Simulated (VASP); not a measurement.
Wanted: the native input for a VASP 6.6.1 run.

```
Task                   : single point
Functional             : PBE
Dispersion             : D3(BJ)
Potentials or basis    : VASP PAW PBE potentials, release 64 (Cl, H)
Cutoff                 : 520 eV
k mesh                 : 1 × 1 × 1
Occupations            : fermi-dirac, width 0.02 eV
Spin                   : no spin polarisation
Dipole correction      : no
Further INCAR settings : LREAL = Auto; ALGO = Normal; EDIFF = 1e-06; NBANDS = 46
```

The structure of HCl lies in POSCAR:

```
HCl
1.0
    6.8852020000      0.0000000000      0.0000000000
    0.0000000000      6.8852020000      0.0000000000
    0.0000000000      0.0000000000      6.8852020000
Cl H
8 8
Direct
    0.6905244029      0.8087199185      0.2393539071
    0.0782112130      0.4660429716      0.9414248122
    0.0082641003     -0.0644861255      0.8545864014
    0.5134635120      1.0438037983      0.7038573451
    0.2563468726      0.6711204697      0.4854614287
    0.6828993543      0.4816852142      0.6420000459
    1.0708327802      0.1684191691      0.4555712381
    0.4794194854      0.3333526017      0.1462121228
    0.7727732607      0.6482743716      0.2857868222
    0.2235954733      0.5379072393      1.0307177625
    0.0047783638     -0.1909312174      0.9961218277
    0.4483092871      0.8699091181      0.6598063499
    0.0910212947      0.6152179704      0.5528813824
    0.7528028953      0.6033664662      0.7617931907
    0.8996395458      0.2076627527      0.3832131577
    0.4232410320      0.2344883999     -0.0028612087
```

The cell was built by a generator and needn't be a form met in nature.

These files were run (other wordings do the same):

INCAR

```
  ALGO = Normal
  EDIFF = 1E-6
  ENCUT = 520
  GGA = PE
  ISIF = 2
  ISMEAR = -1
  IVDW = 12
  LASPH = T
  LCHARG = T
  LELF = T
  LREAL = Auto
  LVHAR = T
  LWAVE = F
  NBANDS = 46
  NELM = 80
  PREC = Accurate
  SIGMA = 0.02
```

KPOINTS

```
k-points
0
Gamma
  1 1 1
```

Potentials or basis: VASP PAW PBE potentials, release 64 (Cl, H).

Run with:

```bash
$ cat potpaw_PBE.64/Cl/POTCAR potpaw_PBE.64/H/POTCAR > POTCAR
$ mpirun -np 1 vasp_gam > vasp.out
```

Results of the run:

```json
{"Pressure": "1.2 GPa", "Largest force": "0.826 eV/Å", "Band gap on the k mesh": "4.94 eV, direct", "Dispersion energy per atom": "-0.081 eV"}
```

Run time: 43 s on 1 thread of Intel(R) Xeon(R) Platinum 8259CL CPU @ 2.50GHz (Skylake/Cascade Lake), with other jobs on the host, peak memory 0.38 GiB.
